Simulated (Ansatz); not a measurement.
# C: a line through a two-coordinate scan

One line of a two-coordinate grid on C (Cmme, No. 67; 4 atoms in the cell): volume per atom is varied, at stretch along a over the lengths across it = 1.083.

Method: DFT PBEsol, scalar-relativistic, plane waves, PAW, in Ansatz 0.2.0.

18 further runs of the same task are left out: 18 set aside as unsound or not needed.

## 1. The starting structure

It takes space group Fmmm (No. 69, orthorhombic). The conventional cell has a = 2.459 Å, b = 4.258 Å, c = 7.378 Å, α = 90.00°, β = 90.00°, γ = 90.00°. C (site symmetry m2m) is surrounded by 3 C at 1.42 Å.

Coordinates:

```xyz
4
Lattice="1.2295 -2.1291 0.0000 1.2295 2.1291 0.0000 0.0000 0.0000 7.3778" Properties=species:S:1:pos:R:3 pbc="T T T"
C     1.2295    1.7743    5.5322
C     1.2295   -0.3548    1.8456
C     1.2295   -1.7743    1.8456
C     1.2295    0.3548    5.5322
```

It goes back to an entry of the Materials Project, which need not be the stable form.

This cell was relaxed beforehand with the same method: volume 9.66 Å³/atom, gap on the mesh none (metal).

## 2. What is varied

The energy is mapped over volume and the cell's shape.

- volume per atom: 7 values from 8.11 to 11.20 Å³
- stretch along a over the lengths across it, relative to the relaxed cell: 7 values from 0.923 to 1.083

Nothing else is relaxed (fractional coordinates fixed). Energies count from the relaxed crystal. Points are written as (first, second).

## 3. The run at (8.11 Å³, 1.083)

Input file input.yaml:

```yaml
crystal:
  lattice:
    - [1.223752164, -1.9558609693, 0.0]
    - [1.223752164, 1.9558609693, 0.0]
    - [0.0, 0.0, 6.7775533395]
  atoms:
    - { symbol: C, position: [0.0833216498, 0.9166783502, 0.7498439858] }
    - { symbol: C, position: [0.5833216498, 0.4166783502, 0.2501560142] }
    - { symbol: C, position: [0.9166783502, 0.0833216498, 0.2501560142] }
    - { symbol: C, position: [0.4166783502, 0.5833216498, 0.7498439858] }
basis:
  ecutwfc: 520.0
kpoints:
  mp_grid: { grid: [21, 21, 6] }
hamiltonian:
  xc: pbesol
  pseudopotentials: { kind: paw, azcp: { folder: soft_1 } }
scf:
  occupations: { method: gaussian, width: 0.15 }
output:
  forces: true
  stress: true
  eigenvalues: true
```

Command:

```bash
$ ansatz run input.yaml --threads 2 --pin off --max-ram 4096MiB --backend cpu --events-out ev --progress --plain --runs-dir out
```

The session goes on with these runs: the other points of the line.

Before running it: what results should come out? Wanted: for each run, volume per atom; energy; slope; pressure; largest force on an atom.

As calculated:

```
volume per atom (Å³)  step  energy (meV/atom)  slope (meV/atom per Å³)  pressure (GPa)  band gap on the k-mesh (eV)  largest force on an atom (eV/Å)
                8.11     3                244                     −296              47                        0.000                             2.33
                8.63     4                131                     −150              24                        0.000                             1.79
                9.14     5                 84                      −36               6                        0.046                             1.32
                9.66     6                 89                       52              −8                        0.085                             0.92
               10.17     –                134                      121             −19                        0.117                             0.57
               10.69     7                211                      174             −28                        0.145                             0.27
               11.20     8                311                      215             −34                        0.169                             0.01
```

Energies count from the relaxed crystal. Rows without a step come from runs not printed here or follow by symmetry. Slopes come from the forces (and the stress, where the cell changes), not from differences of energies.

In words: The lowest point of the line is at 9.14 Å³, 84 meV/atom from the zero. Energies and slopes round the minimum, fitted together, put the minimum at 9.337 Å³, with a curvature of about 180 meV/atom per (Å³)². V·d²E/dV² there is about 260 GPa, a bulk modulus under this line's constraint. The highest point computed, at 11.20 Å³, lies 227 meV/atom above the lowest. The gap on the mesh reads zero on part of the line; semilocal functionals close small gaps early. This is one cut through a surface in two coordinates; the map's lowest point lies off it. The gap on the mesh closes on part of the grid.
